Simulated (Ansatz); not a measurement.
**ZrC (WC type): how the settings move a single-point run**

How sensitive is a single-point run of ZrC (WC type) to its settings? A reference run comes first, then five runs with altered input.

Computed with Ansatz 0.2.0 (reference: DFT PBE, scalar-relativistic, plane waves, PAW, unless a step's input says otherwise).

2 further runs of the same task are left out: 2 set aside as unsound or not needed.

### Step 1. Starting point

The structure is hexagonal, space group P-6m2 (No. 187). Conventional cell: a = 3.270 Å, b = 3.270 Å, c = 2.940 Å, α = 90.00°, β = 90.00°, γ = 120.00°. Zr (site symmetry -6m2) has 6 C at 2.39 Å as nearest neighbours. C (site symmetry -6m2) is surrounded by 6 Zr at 2.39 Å.

Coordinates:

```xyz
2
Lattice="3.2695 0.0000 0.0000 -1.6348 2.8315 0.0000 0.0000 0.0000 2.9397" Properties=species:S:1:pos:R:3 pbc="T T T"
Zr    0.0000    0.0000    0.0000
C     1.6348    0.9438    1.4699
```

### Step 2. The reference run

The input, input.yaml:

```yaml
crystal:
  lattice:
    - [3.269532746, 0.0, 0.0]
    - [-1.634766373, 2.8314984165, 0.0]
    - [0.0, 0.0, 2.9397343753]
  atoms:
    - { symbol: Zr, position: [0.0, 0.0, 0.0] }
    - { symbol: C, position: [0.6666666667, 0.3333333333, 0.5] }
basis:
  ecutwfc: 420
  ecutrho_ratio: 4
kpoints:
  mp_grid: { grid: [12, 12, 12] }
  band_path:
    path:
      - [[0.0, 0.0, 0.0], [0.5, 0.0, 0.0], [0.33333333, 0.33333333, 0.0], [0.0, 0.0, 0.0], [0.0, 0.0, 0.5], [0.5, 0.0, 0.5], [0.33333333, 0.33333333, 0.5], [0.0, 0.0, 0.5]]
      - [[0.5, 0.0, 0.5], [0.5, 0.0, 0.0]]
      - [[0.33333333, 0.33333333, 0.5], [0.33333333, 0.33333333, 0.0]]
    npoints: 14
hamiltonian:
  xc: pbe
scf:
  occupations: { method: gaussian, width: 0.05 }
  n_extra_bands: 11
output:
  forces: true
  stress: true
  eigenvalues: true
  populations: true
  dos: { projected: true, de: 0.02, nscf_kmesh: { grid: [18, 18, 18] } }
  bader: true
  write_density: true
  write_potential: true
  elf: true
  volumetric_format: npy
```

Command:

```sh
$ ansatz run input.yaml --threads 2 --pin off --max-ram 2662MiB --backend cpu --events-out ev --progress --plain --runs-dir out
```

### Step 3. Changed: ecutwfc 29.4 Ry

The input, input.yaml:

```yaml
crystal:
  lattice:
    - [3.269532745976, 0.0, 0.0]
    - [-1.634766372988, 2.831498416521, 0.0]
    - [0.0, 0.0, 2.9397343753]
  atoms:
    - { symbol: Zr, position: [-3.700743415525e-17, 0.0, 0.0] }
    - { symbol: C, position: [0.6666666666667, 0.3333333333333, 0.5] }
basis:
  ecutwfc: "29.4 Ry"
  ecutrho_ratio: 4
kpoints:
  mp_grid: { grid: [12, 12, 12] }
hamiltonian:
  xc: pbe
scf:
  occupations: { method: gaussian, width: 0.05 }
output:
  forces: true
  stress: true
```

### Step 4. Changed: occupations.width 0.01, lower_state_search off

The input, input.yaml:

```yaml
crystal:
  lattice:
    - [3.269532745976, 0.0, 0.0]
    - [-1.634766372988, 2.831498416521, 0.0]
    - [0.0, 0.0, 2.9397343753]
  atoms:
    - { symbol: Zr, position: [-3.700743415525e-17, 0.0, 0.0] }
    - { symbol: C, position: [0.6666666666667, 0.3333333333333, 0.5] }
basis:
  ecutwfc: 420
  ecutrho_ratio: 4
kpoints:
  mp_grid: { grid: [12, 12, 12] }
hamiltonian:
  xc: pbe
scf:
  occupations: { method: gaussian, width: 0.01 }
  lower_state_search: "off"
output:
  forces: true
  stress: true
```

### Step 5. Changed: symmetry.detect false

The input, input.yaml:

```yaml
crystal:
  lattice:
    - [3.269532745976, 0.0, 0.0]
    - [-1.634766372988, 2.831498416521, 0.0]
    - [0.0, 0.0, 2.9397343753]
  atoms:
    - { symbol: Zr, position: [-3.700743415525e-17, 0.0, 0.0] }
    - { symbol: C, position: [0.6666666666667, 0.3333333333333, 0.5] }
  symmetry: { detect: false }
basis:
  ecutwfc: 420
  ecutrho_ratio: 4
kpoints:
  mp_grid: { grid: [12, 12, 12] }
hamiltonian:
  xc: pbe
scf:
  occupations: { method: gaussian, width: 0.05 }
output:
  forces: true
  stress: true
```

### Step 6. Changing settings: ecutwfc 36.7 Ry

The input, input.yaml:

```yaml
crystal:
  lattice:
    - [3.269532745976, 0.0, 0.0]
    - [-1.634766372988, 2.831498416521, 0.0]
    - [0.0, 0.0, 2.9397343753]
  atoms:
    - { symbol: Zr, position: [-3.700743415525e-17, 0.0, 0.0] }
    - { symbol: C, position: [0.6666666666667, 0.3333333333333, 0.5] }
basis:
  ecutwfc: "36.7 Ry"
  ecutrho_ratio: 4
kpoints:
  mp_grid: { grid: [12, 12, 12] }
hamiltonian:
  xc: pbe
scf:
  occupations: { method: gaussian, width: 0.05 }
output:
  forces: true
  stress: true
  write_density: true
  write_potential: true
  elf: true
  volumetric_format: npy
```

### Step 7. Changing settings: mixing.algorithm msr1, mixing.beta 0.9

The input, input.yaml:

```yaml
crystal:
  lattice:
    - [3.269532745976, 0.0, 0.0]
    - [-1.634766372988, 2.831498416521, 0.0]
    - [0.0, 0.0, 2.9397343753]
  atoms:
    - { symbol: Zr, position: [-3.700743415525e-17, 0.0, 0.0] }
    - { symbol: C, position: [0.6666666666667, 0.3333333333333, 0.5] }
basis:
  ecutwfc: 420
  ecutrho_ratio: 4
kpoints:
  mp_grid: { grid: [12, 12, 12] }
hamiltonian:
  xc: pbe
scf:
  occupations: { method: gaussian, width: 0.05 }
  mixing: { algorithm: msr1, beta: 0.9 }
output:
  forces: true
  stress: true
```

Before running it: what results should come out? Wanted: for each run, ending; energy change; pressure; gap; force.

The runs gave:

| run | ending | energy change | pressure (GPa) | gap (eV) | force (eV/Å) | cycles | time |
| --- | --- | --- | --- | --- | --- | --- | --- |
| reference | converged | 0 | 0.0 | 0.00 | 0.00 | 6 | 27 s |
| 1: ecutwfc 29.4 Ry | converged | +1.7 meV/atom | 0.0 | 0.00 | 0.00 | 6 | 3 s |
| 2: occupations.width 0.01, lower_state_search off | converged | 0.0 meV/atom (σ→0) | 0.0 | 0.00 | 0.00 | 6 | 3.3 s |
| 3: symmetry.detect false | converged | 0.0 meV/atom | 0.0 | 0.00 | 0.00 | 6 | 19 s |
| 4: ecutwfc 36.7 Ry | converged | -1.5 meV/atom | 0.0 | 0.00 | 0.00 | 6 | 6.4 s |
| 5: mixing.algorithm msr1, mixing.beta 0.9 | converged | 0.0 meV/atom | 0.0 | 0.00 | 0.00 | 6 | 3.2 s |

Times don't compare one to one where runs were asked for different outputs or read a saved state (see the inputs); cycles may leave out searches for a lower state.

Residual by cycle in the longest SCF loop of each run; runs are numbered as in the table. The quantity is the density residual dr2, in eV.

| cycle | reference | run 1 | run 2 | run 3 | run 4 | run 5 |
| --- | --- | --- | --- | --- | --- | --- |
| 1 | 0.00646 | 0.00634 | 0.00628 | 0.00624 | 0.00615 | 0.00625 |
| 2 | 0.00224 | 0.00221 | 0.00223 | 0.00219 | 0.00218 | 0.00138 |
| 3 | 9.3e-5 | 9.1e-5 | 8.8e-5 | 8.9e-5 | 7.7e-5 | 0.00701 |
| 4 | 1.6e-5 | 7.6e-6 | 8.1e-6 | 7.3e-6 | 5.7e-6 | 1.0e-5 |
| 5 | 1.3e-7 | 4.6e-7 | 4.8e-7 | 4.5e-7 | 3.2e-7 | 3.8e-7 |
| 6 | 5.7e-9 | 4.9e-8 | 5.4e-8 | 4.6e-8 | 2.9e-8 | 1.1e-8 |

What this shows: Run 1 ran under the cutoff that the potentials recommend, as the log warns, so basis error is mixed into its values.
